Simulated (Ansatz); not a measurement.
# BN: the cost of one run

Computed with Ansatz 0.2.0 (DFT PBE+D3(BJ), scalar-relativistic, plane waves, PAW, unless a step's input says otherwise).

## Step 1: The starting structure

It takes space group P1 (No. 1, triclinic). The conventional cell has a = 2.508 Å, b = 2.508 Å, c = 18.000 Å, α = 90.00°, β = 90.00°, γ = 119.81°. Around B (site symmetry 1) lie 3 N at 1.40 to 1.52 Å. N (site symmetry 1) has 3 B at 1.40 to 1.52 Å in its first shell of neighbours.

Coordinates:

```cif
data_structure
_symmetry_space_group_name_H-M 'P1'
_symmetry_Int_Tables_number 1
_cell_length_a 2.5080
_cell_length_b 2.5080
_cell_length_c 18.0000
_cell_angle_alpha 90.000
_cell_angle_beta 90.000
_cell_angle_gamma 119.807
_cell_volume 98.25
loop_
_atom_site_label
_atom_site_type_symbol
_atom_site_symmetry_multiplicity
_atom_site_Wyckoff_symbol
_atom_site_fract_x
_atom_site_fract_y
_atom_site_fract_z
_atom_site_occupancy
B1 B 1 a 0.97874 0.98260 0.40521 1
B2 B 1 a 0.52126 0.51740 0.59761 1
N1 N 1 a 0.67601 0.33989 0.40239 1
N2 N 1 a 0.82399 0.16011 0.59479 1
```

A structure generator made this guess: sheets of the BN type as a bilayer. The dimensions are guesses.

It is a sheet, periodic along a and b, with vacuum along c; volumes and pressures of the box carry no meaning, and space groups named for it are those of the box.

## Step 2: Probe: one point on a coarse mesh

The input, input.yaml:

```yaml
crystal:
  lattice:
    - [2.508041, 0.0, 0.0]
    - [-1.246711, 2.176231, 0.0]
    - [0.0, 0.0, 18.0]
  atoms:
    - { symbol: B, position: [0.97873999, 0.98259599, 0.40520833] }
    - { symbol: B, position: [0.52126001, 0.51740401, 0.59761388] }
    - { symbol: "N", position: [0.67600653, 0.3398855, 0.40238612] }
    - { symbol: "N", position: [0.82399347, 0.1601145, 0.59479167] }
  periodic: [true, true, false]
basis:
  ecutwfc: 420
kpoints:
  mp_grid: { grid: [8, 8, 1] }
hamiltonian:
  xc: pbe
  dispersion: d3bj
scf:
  occupations: { method: gaussian, width: 0.1 }
  lower_state_search: "off"
output:
  forces: true
  stress: true
  eigenvalues: true
```

Command:

```sh
> ansatz run input.yaml --threads 1 --pin off --max-ram 2560MiB --backend cpu --events-out ev --progress --plain --runs-dir out
```

**Question.** How long does this run take on 1 thread of Intel Xeon at 2.50GHz (Skylake/Cascade Lake), shared host, and how much memory does it need?

About 17 s, with a peak of 0.39 GiB.
